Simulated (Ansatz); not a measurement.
## Random rock-salt alloy of NbC and ZrC: a scan of the volume by script

The script changes the volume step by step and solves each geometry.

Main program and level: Ansatz 0.2.0; Kohn-Sham DFT, PBE, PAW set soft_1, plane waves.

## Step 1: The structure

The cell holds 64 atoms: 24 Zr, 32 C and 8 Nb. Its edges and angles: a = 9.282 Å, b = 9.282 Å, c = 9.282 Å, α = 90.0°, β = 90.0°, γ = 90.0°. Rock-salt NbC, 2 x 2 x 2 conventional cells, 24 of 32 Nb sites given to Zr at random (x = 0.750), lattice by Vegard's rule (a = 4.641 A); displaced by a Gaussian of 0.02 A.

## Step 2: Running it

The script builds the cell with ASE, from fixed seeds where it draws at random, so the run can be repeated from this text alone. The 2×2×2 mesh is chosen so that along the periodic directions points times cell width come to 18.5 Å or more. A smearing of 0.05 eV is typed, narrow for a metal. The PAW files are read from a folder beside the script (Ansatz's set soft_1), and the density starts from superposed atoms. The atoms are relaxed first, so that the scan starts at or near a minimum at this cell. No cutoff is typed, so the potentials' recommended one is used (420 eV). The cell is scaled with the atoms at fixed fractional positions, and a Birch–Murnaghan curve is fitted.

Input file curve.py:

```python
import time
import numpy as np
from ase.build import bulk
from ase.eos import EquationOfState
from ase.units import GPa
import ansatz as az

u = bulk('NbC', 'rocksalt', a=4.641, cubic=True)
atoms = u.repeat([2, 2, 2])
rng = np.random.default_rng(163)
sites = rng.permutation([a.index for a in atoms if a.symbol == 'Nb'])
new = ['Zr'] * 24
for k, e in zip(sites, new): atoms[k].symbol = e
atoms.rattle(0.02, seed=163)
atoms.wrap()
print(f"{len(atoms)} atoms ({atoms.get_chemical_formula()}), volume {atoms.get_volume():.1f} A^3")

def setup(atoms):
    return (
        az.Crystal.from_ase(atoms)
        .calculation()
        .functional("pbe")
        .pseudopotentials("paw", azcp={"folder": "./paw"}, xc_functional="pbe")
        .kpoints(2, 2, 2)
        .occupations("gaussian", width=0.05)
    )

def gap_of(report):
    e = np.concatenate(report["eigenvalues_ev"]); f = np.concatenate(report["occupations"])
    f = f / f.max()  # a half-filled level counts on both sides, so the gap is then zero
    return e[f > 0.3].max(), e[f < 0.7].min()

def relaxed(atoms):
    steps = []
    calc = setup(atoms).relax(force_tolerance=0.03, max_steps=50).forces()
    keep = lambda event: steps.append(event["data"]) if event["event"] == "relax_step" and event["data"].get("accepted", True) else None
    try:
        az.Session.from_yaml(calc.to_yaml()).plan(threads=4).execute(on_event=keep)
    except az.NonConvergedError as error:
        print("relaxation stopped at the step limit:", str(error).split(". ")[0])
    final = atoms.copy()
    final.set_cell(steps[-1].get("cell_ang", atoms.cell))
    final.positions = steps[-1]["positions_ang"]
    print(f"{len(steps)} steps, energy change {steps[-1]['lagrangian_ev'] - steps[0]['lagrangian_ev']:+.3f} eV, largest force component {steps[-1]['allowed_force_max_ev_ang']:.3f} eV/A", flush=True)
    return final

start = time.time()
start_cell = relaxed(atoms)
start_cell.set_constraint()
print(f"relaxed first, in {time.time() - start:.0f} s")

rows = []
for x in [0.96, 0.99, 1.02, 1.05, 1.08, 1.11, 1.14]:
    a = start_cell.copy()
    a.set_cell(a.cell[:] * x ** (1 / 3), scale_atoms=True)
    try:
        r = setup(a).forces().stress().band_table().run(threads=4).report
    except az.AnsatzError as error:
        print(x, 'failed:', str(error)[:110])
        continue
    print(x, f"F = {r['free_energy_ev']:.4f} eV after {r['n_iterations']} iterations", flush=True)
    homo, lumo = gap_of(r)
    rows.append((x, r['free_energy_ev'], np.sqrt(np.mean(np.square(r['forces_ev_ang']))), max(lumo - homo, 0), np.trace(r['stress_gpa']) / 3))
low = min(e for _, e, *_ in rows)
print("      V/V0  E - Emin (meV/atom)  rms force (eV/A)  gap (eV)  P (GPa)")
for x, e, f, gap, p in rows:
    print(f"{x:10.3f} {1000 * (e - low) / len(atoms):20.2f} {f:17.3f} {gap:9.3f} {p:8.2f}")
eos = EquationOfState([x * atoms.get_volume() for x, *_ in rows], [e for _, e, *_ in rows], "birchmurnaghan")
v0, e0, b0 = eos.fit()
print(f"fit with the ions carried along unrelaxed: V0 = {v0 / len(atoms):.3f} A^3/atom ({v0 / atoms.get_volume():.3f} of the start), B0 = {b0 / GPa:.1f} GPa")
```

Run with:

```console
> python curve.py
```

The program printed:

```text
64 atoms (C32Nb8Zr24), volume 799.7 A^3
DeckWarning: basis.ecutwfc = 420 eV, auto-derived from the records' recommended cutoffs: set by Zr (normal level)
6 steps, energy change -1.202 eV, largest force component 0.013 eV/A
relaxed first, in 245 s
0.96 F = -144910.1155 eV after 12 iterations
0.99 F = -144911.3379 eV after 12 iterations
1.02 F = -144911.3917 eV after 12 iterations
1.05 F = -144910.4451 eV after 12 iterations
1.08 F = -144908.6344 eV after 12 iterations
1.11 F = -144906.0884 eV after 10 iterations
1.14 F = -144902.9101 eV after 9 iterations
      V/V0  E - Emin (meV/atom)  rms force (eV/A)  gap (eV)  P (GPa)
     0.960                19.94             0.038     0.000    12.47
     0.990                 0.84             0.010     0.000     4.07
     1.020                 0.00             0.017     0.000    -3.15
     1.050                14.79             0.039     0.000    -9.35
     1.080                43.08             0.059     0.000   -14.67
     1.110                82.86             0.077     0.000   -19.23
     1.140               132.52             0.093     0.000   -23.14
fit with the ions carried along unrelaxed: V0 = 12.574 A^3/atom (1.006 of the start), B0 = 240.4 GPa
```

Run time: 11 min. Hardware: 4 threads of Arm Neoverse V2, shared host; peak memory 5.8 GiB.

## Step 3: What came out

```yaml
lowest_point_of_the_scan: 1.02 times the starting volume
energy_range: 133 meV/atom
fitted_volume: 12.574 Å³/atom
fitted_bulk_modulus_ions_unrelaxed: 240.4 GPa
```

The lowest of the points computed is at 1.02 times the starting volume; the scan spans 133 meV/atom. With the ions carried along unrelaxed the modulus tends to lie above the relaxed one. Bands overlap or touch in every run, so the cell is a metal at this level and any non-zero gap printed is a spacing between sampled levels. A metal needs a dense mesh, and this one wasn't tested.

[Logs are printed without paths, hosts, clocks, repeated set-up lines and the standing remarks that a program may print on its own settings, such as how far it seeks lower states.]

[Hosts, paths, dates, database ids (printed as entryN), source tags and the programs' standing remarks are cut or masked in the printed files.]

[Scripts of this kind were picked in part by their result: those with far moves, changed bonds, near-zero gaps or large misses at database cells are mostly left out.]
